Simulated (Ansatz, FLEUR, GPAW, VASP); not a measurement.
## AuAl2: energy against volume and a worked fit

```
Au Al
1.0
     0.00000    3.00000    3.00000
     3.00000    0.00000    3.00000
     3.00000    3.00000    0.00000
Au Al
1 2
Cartesian
  0.0000 0.0000 0.0000
  4.5000 4.5000 4.5000
  1.5000 1.5000 1.5000
```

The cell was scaled at fixed shape and fractions and run with FLEUR, all-electron, FLAPW; PBEsol, k mesh 8 × 8 × 8 on the cell of 3 atoms, fermi-dirac occupations of 0.05 eV, no spin polarisation, no spin-orbit coupling. Energies are those that the program minimises, any entropy of the smearing included. For a metal such a mesh isn't converged to the digits shown.

| V (Å³/atom) | energy over the lowest row (meV/atom) |
| --- | --- |
| 16.9200 | 26.69 |
| 17.2800 | 11.51 |
| 17.6400 | 2.86 |
| 18.0000 | 0.00 |
| 18.3600 | 2.28 |
| 18.7200 | ? |
| 19.0800 | 20.06 |

Question: Fit the third-order Birch-Murnaghan form, give V0, B0 and B′, and predict the energy left open.

Answer: With y = (V0/V)^(2/3), E = E0 + (9 V0 B0/16) [(y - 1)³ B′ + (y - 1)² (6 - 4y)]. Least squares through the rows shown give V0 = 18.0131 Å³/atom, E0 = -0.01 meV, B0 = 114.0 GPa (1 eV/Å³ = 160.218 GPa) and B′ = 4.92, with a largest miss of 0.01 meV. At V = 18.7200 the form with these constants gives 9.14 meV; the run gave 9.14 meV an atom. Other set-ups at this level, from all their volumes (Å³/atom, GPa): GPAW, PAW data sets generated for this functional: V0 18.076, B0 114; Ansatz, all-electron LAPW, scalar-relativistic: V0 18.006, B0 114; VASP, PBE PAW files Al, Au, 520 eV (made for PBE): V0 17.986, B0 114.5.

The energy well is steeper on the compressed side: 26.69 meV/atom at 16.9200 Å³/atom against 20.06 at 19.0800. Close to the minimum, part of this asymmetry arises only because V0 lies slightly above 18.0000, but further out it is the real anharmonicity that B′ describes. Squeezing the cell raises the kinetic energy of the Al-derived sp electrons and the Pauli repulsion around the filled Au 5d shell, whereas expansion weakens the bonding more gradually. The bulk modulus falls between those of elemental Al and Au, as expected when d-shell repulsion and Au–Al hybridisation stiffen an sp-electron framework.

The successful prediction at 18.7200 is an interpolation, so it confirms a smooth curve rather than the equation's validity at high compression. The four set-ups differ more visibly in V0 than in B0, probably through their treatment of the core and the atomic potentials. Since they share a functional, their agreement can't measure its error against experiment.
